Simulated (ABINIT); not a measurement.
Set up this calculation in ABINIT 10.8.3 (patched build), as the native input.

```yaml
Task: band structure
Functional: LDA
Potentials_or_basis: PseudoDojo NC SR LDA v0.4.1 standard
Cutoff: 1088 eV
k_mesh: 7 × 7 × 7
Occupations: fermi-dirac, width 0.05 eV
Spin: no spin polarisation
```

TePb:

```xyz
2
Lattice="4.0023 0.0000 0.0000 0.0000 4.0023 0.0000 0.0000 0.0000 4.0023" Properties=species:S:1:pos:R:3 pbc="T T T"
Pb    0.0000    0.0000    0.0000
Te    2.0011    2.0011    2.0011
```

Measurements of this composition are mostly on another form, of space group No. 225.

The input as run:

run.abi

```
ndtset 2

pp_dirpath "./"
pseudos "Pb.upf, Te.upf"

acell 3*1.0 Angstrom
rprim
     4.0022870000     0.0000000000     0.0000000000
     0.0000000000     4.0022870000     0.0000000000
     0.0000000000     0.0000000000     4.0022870000
ntypat 2
znucl 82 52
natom 2
typat 1 2
xcart
     0.0000000000     0.0000000000     0.0000000000
     2.0011435000     2.0011435000     2.0011435000 Angstrom

ecut 40.0

ixc 7

occopt 3
tsmear 0.00183747

nstep 100

iomode 3
prtwf 0
prteig 0
prtebands 0
enunit 1
prtden1 1

kptopt1 1
ngkpt1 7 7 7
nshiftk1 1
shiftk1 0.0 0.0 0.0
nband1 19
tolvrs1 1.0e-10

iscf2 -2
getden2 1
nband2 25
nbdbuf2 4
tolwfr2 1.0e-11
kptopt2 -5
ndivsm2 6
prteig2 1
kptbounds2
     0.0000000000     0.0000000000     0.0000000000
     0.0000000000     0.5000000000     0.0000000000
     0.5000000000     0.5000000000     0.0000000000
     0.0000000000     0.0000000000     0.0000000000
     0.5000000000     0.5000000000     0.5000000000
     0.0000000000     0.5000000000     0.0000000000
```

Potentials or basis: PseudoDojo NC SR LDA v0.4.1 standard.

Launch:

```bash
$ abinit run.abi > log 2>&1
```

Results of the run:

```json
{"Pressure": "-3.9 GPa", "Band gap on the k mesh": "none (metal or under the smearing width)", "Valence electrons inside the program's atomic spheres": "Pb 10.05; Te 11.96"}
```

Caveat: spin-orbit coupling is left out, which moves the levels of the heavy elements.

Wall time 2.4 min on 1 thread of Arm Neoverse V1 (shared host), peak memory 0.14 GiB.
